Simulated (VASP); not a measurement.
Crystal: Si.

```
Si
1.0
     4.12095    0.00000    0.00000
    -2.06047    3.56885    0.00000
     0.00000    0.00000    2.65479
Si
2
Direct
  0.33333 0.66667 0.50000
  0.66667 0.33333 0.50000
```

The cell was built by a generator and needn't be a form met in nature.

```yaml
Program: VASP 6.6.1
Task: relaxation of cell and atoms
Functional: MS2
Potentials_or_basis: VASP PAW PBE potentials, release 64 (Si)
Cutoff: 600 eV
k_mesh: 8 × 8 × 10
Occupations: gaussian, width 0.05 eV
Spin: no spin polarisation
```

At the start: pressure -2.7 GPa; volume 19.52 Å³/atom.

**Question.** Where does the relaxation end?

**Answer.** Over 5 steps the energy falls by 5.5 meV/atom and the volume is 18.95 Å³/atom (-2.9 %); space group P6/mmm (No. 191, to 0.05 Å).

The path:
```
step  energy change (eV)  largest force (eV/Å)  pressure (GPa)  volume (Å³)
   1              0.0000                0.0005           -2.69        39.04
   2             -0.0062                0.0004            1.87        37.22
   3             -0.0110                0.0000           -0.05        37.93
   4             -0.0110                0.0000           -0.12        37.95
   5             -0.0110                0.0001           -0.02        37.90
```

Final structure:
```yaml
crystal:
  lattice:
    - [4.07291, 0.00005, 0.00000]
    - [-2.03641, 3.52727, 0.00000]
    - [0.00000, 0.00000, 2.63811]
  atoms:
    - { symbol: Si, position: [0.33333, 0.66667, 0.50000] }
    - { symbol: Si, position: [0.66667, 0.33333, 0.50000] }
```

Caveat: the PAW data sets were made with another functional, which shifts forces and pressure a little.
